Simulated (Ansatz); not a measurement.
A comparison from first-principles data. At an interface, nitrogen moves towards the element that binds it most strongly. Formation energy per nitrogen atom ranks the binary nitrides, and the reference for it cancels in every difference.

GaN serves as the reference. Reaction per N atom: the row's nitride plus the reference's other element gives the reference nitride plus the row's element.

Computed with Ansatz, a plane-wave PAW program. ΔH_f: r²SCAN, 0 K, against the elements in the same set-up, no fitted corrections; the partner's electronegativity: pymatgen's element table.

Started from generated or typed cells, with no claim that the phase is known: 4H-GaN. Runs started from generated or typed cells of the structure named: GaN. Whether these are the forms stable at ambient conditions was not checked: W3N4 (Pm-3m, cP7). No claim is made that these are known or stable phases: TaN (P-62m, hP6). Spin–orbit coupling is left out unless named. No other phase of the formula is at hand at the same level beside W3N4 (Pm-3m, cP7). ΔH_f counts from the lowest computed solid of each element, oxygen or nitrogen as a molecular crystal: Ga (Cmce), N (Pa-3), Ta (Im-3m), W (Im-3m).

| crystal | ΔH_f (eV/atom) | atoms per N | electronegativity of the partner (Pauling) |
|---|---|---|---|
| W3N4 (Pm-3m, cP7) | −0.119 | 1.750 | 2.36 |
| 4H-GaN | −0.642 | 2.000 | 1.81 |
| GaN (wurtzite), reference | −0.645 | 2.000 | 1.81 |
| TaN (P-62m, hP6) | −1.350 | 2.000 | 1.50 |

Definitions used: energy per N = ΔH_f × atoms per N; reaction energy = reference − row (positive: the row is not reduced).

**Question.** From the table, find energy per N and reaction energy for W3N4 (Pm-3m, cP7).

**Answer.** 
energy per N: −0.119 × 1.750 = −0.208 eV; reaction energy: (−1.290) − (−0.208) = −1.08 eV.

**Question.** Put the candidates in order of reaction energy, most stable first.

**Answer.** The same steps for every row:

```tsv
crystal	energy per N (eV)	reaction energy (eV)
W3N4 (Pm-3m, cP7)	−0.208	−1.08
4H-GaN	−1.284	−0.01
GaN (wurtzite), reference	−1.290	0.00
TaN (P-62m, hP6)	−2.700	1.41
```

Ranking by reaction energy, most stable first: TaN (P-62m, hP6) (1.41 ± 0.084), GaN (0.00 ± 0.084) ≈ 4H-GaN (−0.01 ± 0.084), W3N4 (Pm-3m, cP7) (−1.08 ± 0.074). The ± follows from allowances picked for this note (ΔH_f 0.04 eV/atom, 0.025 eV on the figure itself), carried to first order and added in quadrature, each row's own inputs moving alone; ≈ joins neighbours closer than their two ± added in quadrature. On this figure 1 of 3 candidates do clearly better than the reference.

Not reduced by the reference's element: TaN (P-62m, hP6) (the elements of such rows can in turn scavenge nitrogen from GaN). Reduced: W3N4 (Pm-3m, cP7).

Lower nitrides of the row's element, ternary and intermetallic products and entropy are ignored and can undo a positive result. Uncorrected formation energies carry the functional's error for the molecule, which cancels in the reaction energy. Phases over 50 meV/atom above the lowest one at hand were not drawn (by r²SCAN where it compared them, else by the largest value; a layered or molecular lowest phase counts only with a dispersion term); other phases could lie lower still. Rows were sampled with a lean to familiar crystals, related or not, whatever their agreement with measurement; tables with many equal figures were not kept. Limits of the draw: ΔH_f under −0.1 eV/atom; for ΔH_f, runs without a dispersion term, no Mn, and elements whose lowest cell is their usual one. As a rule kept out of such tables: 4f compounds, open-shell compounds run without a Hubbard term, cells found unstable in the tests at hand, cells close to a higher symmetry, and runs set to a pressure or over 12 % in volume from the crystal's fullest run.
